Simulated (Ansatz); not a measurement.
The system is NiO.

```xyz
2
Lattice="0.0000 2.0859 2.0859 2.0859 0.0000 2.0859 2.0859 2.0859 0.0000" Properties=species:S:1:pos:R:3 pbc="T T T"
Ni    0.0000    0.0000    0.0000
O     2.0859    2.0859    2.0859
```

* Program: Ansatz 0.2.0
* Task: relaxation of cell and atoms
* Functional: PBEsol
* Potentials or basis: all-electron LAPW, scalar-relativistic
* Basis error allowed: 0.001 eV/atom
* k mesh: 11 × 11 × 11
* Occupations: fermi-dirac, width 0.05 eV
* Spin: collinear spin, ferromagnetic start
* Starting moments: [1.0, 0.0] μB

At the start: volume 9.08 Å³/atom.

Problem. How do energy, volume and symmetry change on relaxing?

Solution. Over 5 steps the energy falls by 7.7 meV/atom and the volume is 8.74 Å³/atom (-3.7 %); space group Fm-3m (No. 225, to 0.05 Å); moment 1.32 μB per cell.

The path:
```tsv
step	energy change (eV)	largest force (eV/Å)	volume (Å³)
1	0.0000	0.0000	18.15
2	-0.0102	0.0000	17.86
3	-0.0152	0.0000	17.41
4	-0.0154	0.0000	17.47
5	-0.0154	0.0000	17.47
```

Final structure:
```
Ni O
1.0
     0.00000    2.05951    2.05951
     2.05951    0.00000    2.05951
     2.05951    2.05951    0.00000
Ni O
1 1
Direct
  0.00000 0.00000 0.00000
  0.50000 0.50000 0.50000
```

Caveat: a cell with one magnetic atom can't hold antiferromagnetic order, which such compounds often take.
